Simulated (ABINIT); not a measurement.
BN:

```
N B
1.0
     2.49824    0.00000    0.00000
    -1.24912    2.16354    0.00000
     0.00000    0.00000    6.63570
N B
2 2
Cartesian
  1.2491 0.7212 1.6589
  0.0000 1.4424 4.9768
  1.2491 0.7212 4.9768
  0.0000 1.4424 1.6589
```

Base run:

| Property | Result |
| --- | --- |
| Program | ABINIT 10.8.3 (patched build) |
| Functional | BP86 |
| Potentials or basis | JTH PAW PBE v2.0 |
| Cutoff | 707 eV |
| k mesh | 12 × 12 × 4 |
| Occupations | fermi-dirac, width 0.05 eV |
| Spin | no spin polarisation |

Its results: band gap on the k mesh 4.29 eV, indirect (least direct gap 4.67 eV); pressure 5.8 GPa.

Task: The run is repeated on the same cell with these changes: functional from BP86 to PBE; potentials or basis from JTH PAW PBE v2.0 to PseudoDojo NC SR PBE v0.4.1 standard; cutoff from 707 eV to 1143 eV. What comes out?

Result: Band gap on the k mesh 4.32 eV, indirect (least direct gap 4.69 eV); pressure 4.8 GPa.

Caveats: the PAW data sets were made with another functional, which shifts forces and pressure a little (some runs); the atomic spheres overlap (some runs); this functional lacks dispersion, which binds the layers, so the pressure and a relaxed spacing across them are unreliable (some runs).

A k mesh can miss the band edges.
